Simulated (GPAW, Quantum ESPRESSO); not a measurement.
Fitting the LDA energy curve of BaZrO3

```
Ba Zr O
1.0
     4.19134    0.00000    0.00000
     0.00000    4.19134    0.00000
     0.00000    0.00000    4.19134
Ba Zr O
1 1 3
Direct
  0.00000 0.00000 0.00000
  0.50000 0.50000 0.50000
  0.50000 0.50000 0.00000
  0.50000 0.00000 0.50000
  0.00000 0.50000 0.50000
```

The cell was scaled at fixed shape and fractions and run with Quantum ESPRESSO, GBRV 1.5 LDA, cutoff 612 eV; LDA, k mesh 6 × 6 × 6 on the cell of 5 atoms, fermi-dirac occupations of 0.05 eV, no spin polarisation, no spin-orbit coupling. Energies are those that the program minimises, any entropy of the smearing included.

```csv
V (Å³/atom),energy over the lowest row (meV/atom)
13.8426,9.66
14.1371,?
14.4316,0.00
14.7261,5.15
15.0207,16.06
15.3152,32.03
15.6097,52.57
```

Task: Fit the third-order Birch-Murnaghan form, give V0, B0 and B′, and predict the energy left open.

Result: With y = (V0/V)^(2/3), E = E0 + (9 V0 B0/16) [(y - 1)³ B′ + (y - 1)² (6 - 4y)]. Least squares through the rows shown give V0 = 14.3374 Å³/atom, E0 = -0.34 meV, B0 = 175.8 GPa (1 eV/Å³ = 160.218 GPa) and B′ = 4.57, with a largest miss of 0.01 meV. At V = 14.1371 the form with these constants gives 1.24 meV; the run gave 1.26 meV an atom. Other set-ups at this level, from all their volumes (Å³/atom, GPa): GPAW, the program's PAW data sets (release 1.2.1) made for this functional: V0 14.205, B0 174.6. Measured volume: 14.74 Å³/atom at 300 K (a printed reference work), so the fit lies -2.7 % from it. The runs are for a static lattice.
